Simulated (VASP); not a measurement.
Runs of VASP 6.6.1 on ZnS (Wurtzite-2H). Symmetry: P6_3mc, No. 186, hexagonal system. Conventional cell: a = 3.811 Å, b = 3.811 Å, c = 6.234 Å, α = 90.00°, β = 90.00°, γ = 120.00°. Zn (site symmetry 3m) is surrounded by 4 S at 2.31 to 2.40 Å. S (site symmetry 3m) is surrounded by 4 Zn at 2.31 to 2.40 Å. 

```tsv
task	level	cell	k mesh	cutoff (eV)	smearing	grid for exact exchange (PRECFOCK)	exchange at q = 0	mesh quality	gap on the mesh (eV)	pressure (GPa)	relaxed volume (Å³/atom)	largest force (eV/Å)
relaxation of cell and atoms	BEEF-vdW	relaxed	8 × 8 × 5	600	fermi-dirac 0.05 eV	-	-	not flagged	2.13	0.0	20.53	-
band structure	r2SCAN50	as given	4 × 4 × 3	520	fermi-dirac 0.05 eV	Fast	default	coarse	-	(b)	-	0.33
relaxation of cell and atoms	vdW-DF2	relaxed	8 × 8 × 5	600	fermi-dirac 0.05 eV	-	-	not flagged	1.59	0.0	21.63	-
relaxation of cell and atoms	optPBE-vdW	relaxed	8 × 8 × 5	600	fermi-dirac 0.05 eV	-	-	not flagged	(c)	0.0	(d)	-
single point	PBE	as given	8 × 8 × 5	520	gaussian 0.022 eV	-	-	not flagged	2.25	(a)	-	0.32
```

Alike in all rows: potentials or basis VASP PAW PBE potentials, release 64 (Zn, S); no spin polarisation.

Q: Estimate the missing entries.

A: (a) 2.2; (b) 0.2; (c) 2.02; (d) 20.47.

Caveats: some runs use coarse meshes; the PAW data sets were made with another functional, which shifts forces and pressure a little (some runs); an unscreened hybrid on a path of extra k points without a Coulomb cutoff has errors near the mesh points, so the bands along the path aren't reliable (some runs); the volume moved by +10 % from the deposited cell, more than functionals usually miss (some runs).

